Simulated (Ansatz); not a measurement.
**Ti3Al5: an elastic constant from a strain scan**

Computed with Ansatz 0.2.0, DFT r2SCAN, scalar-relativistic, plane waves, PAW. The runs took a 500 eV cutoff, a Γ-centred 10×10×6 mesh and Gaussian smearing (0.15 eV). No spin polarisation. Energies are free energies at this smearing, counted from the undisturbed cell; pressure is positive in compression.

The starting cell (relaxed at this level; it needn't be the usual structure):

```
Ti Al
1.0
     3.90163    0.00000    0.00000
     0.00000    4.02272    0.00000
     0.00000    0.00000    8.07057
Ti Al
3 5
Direct
  0.00000 0.50000 0.26487
  0.00000 0.50000 0.73513
  0.50000 0.50000 0.00000
  0.00000 0.00000 0.00000
  0.00000 0.00000 0.50000
  0.50000 0.50000 0.50000
  0.50000 0.00000 0.24233
  0.50000 0.00000 0.75767
```

The cell is strained by ε times the Voigt pattern (0, 0, 1, 0, 0, 0) (xx, yy, zz, yz, xz, xy; engineering shear) with fractional coordinates fixed. The cell holds 8 atoms in V0 = 126.67 Å³. The stress column is τ = (1/V0) dE/dε, got from the stress tensor σ (compression positive) at each point as −det(1 + εP) σ : P(1 + εP)⁻¹, with P the pattern as a tensor.

```
      ε  ΔE (meV/atom)  τ (GPa)
-0.0600         41.608  -14.400
-0.0300         10.137   -6.915
 0.0000          0.000   -0.041
 0.0150          2.302    3.112
 0.0450         20.163    8.798
 0.0600              ?        ?
```

Task: Which combination of elastic constants does this scan measure, and how large is it?

Result: For small ε, τ = τ0 + Kε with K = pᵀCp, which for this pattern is C33 in the Cartesian frame shown. The parabola through τ at ε = -0.0300, 0 and 0.0150 has slope K = 217 GPa at zero. The energies per cell, E = NΔE, of the same two points give K = 2[E(ε₊)/ε₊ − E(ε₋)/ε₋]/[(ε₊ − ε₋)V0] = 221 GPa, in agreement. These are clamped-ion values.

Task: Predict the withheld row at ε = 0.0600 from the harmonic law, and compare.

Result: ΔE = V0(τ0 ε + Kε²/2)/N = 38.273 meV/atom and τ = 12.95 GPa. The calculation gives 35.104 meV/atom and 11.32 GPa: the energy lies 8 % below the harmonic value, as bonds soften when stretched.

Forces appear on the atoms along this scan, and letting them relax would lower the energy and soften the response. In a metal these slopes depend on the k mesh and the smearing.

Cost: 6 runs of about 7.6 core-minutes in all, on Intel Xeon Platinum 8259CL (Skylake/Cascade Lake) (shared hosts).